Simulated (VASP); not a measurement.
Crystal: Se.

```
Se
1.0
     4.36620    0.00000    0.00000
    -2.18310    3.78124    0.00000
     0.00000    0.00000    4.95360
Se
3
Direct
  0.77460 0.77460 0.00000
  0.00000 0.22540 0.66667
  0.22540 0.00000 0.33333
```

A sound run:

- Program: VASP 6.6.1
- Task: dielectric tensor
- Functional: LDA
- Potentials or basis: VASP PAW LDA potentials, release 64 (Se)
- Cutoff: 800 eV
- k mesh: 12 × 12 × 10
- Occupations: gaussian, width 0.01 eV
- Spin: no spin polarisation

It gives band gap on the k mesh 0.91 eV, indirect (least direct gap 1.13 eV).

Problem. What do these careless settings give instead: cutoff 400 eV in place of 800 eV; k mesh 5 × 5 × 4 in place of 12 × 12 × 10?

Solution. Band gap on the k mesh 1.11 eV, indirect (least direct gap 1.26 eV). The run converged, but these numbers show the error of the settings and aren't properties of the crystal.
